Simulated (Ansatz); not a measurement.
Runs of Ansatz 0.2.0 on Co. The typed cell holds 1 atom: a = 2.425 Å, b = 2.437 Å, c = 2.401 Å, α = 107.69°, β = 110.08°, γ = 109.82°. This isn't the form of Co at room conditions, which is hcp.

```tsv
level	cutoff (eV)	gap on the mesh (eV)	pressure (GPa)	moment (μB)
r2SCAN	500	none	(a)	1.90
HSE06	420	none	9.3	1.98
PBEsol	420	none	-7.5	(b)
PBE0	420	none	(c)	2.05
r2SCAN0	500	none	10.3	2.14
```

Alike in all rows: task projected density of states; potentials or basis Ansatz PAW; spin collinear, ferromagnetic start; cell sheared at random, sigma 0.01, atoms nudged by 0.01 Å; k mesh 8 × 7 × 8; smearing fermi-dirac 0.05 eV; the mesh is coarse, so values aren't converged.

Problem. Fill in the values left out.

Solution. (a) -1.9; (b) 1.81; (c) 9.2.

Caveats: all runs use coarse meshes; the PAW data sets come from PBE, with cores solved anew for the run's functional, which leaves a small shift of forces and pressure; the density of states is complete only up to the lowest level of the last band computed; the magnetic or orbital state may not be the lowest (some runs); the thresholds are loose for stress (some runs).

A gap of «none» marks a metal or a gap under the smearing width.

Runs at the PBE level aren't shown here.
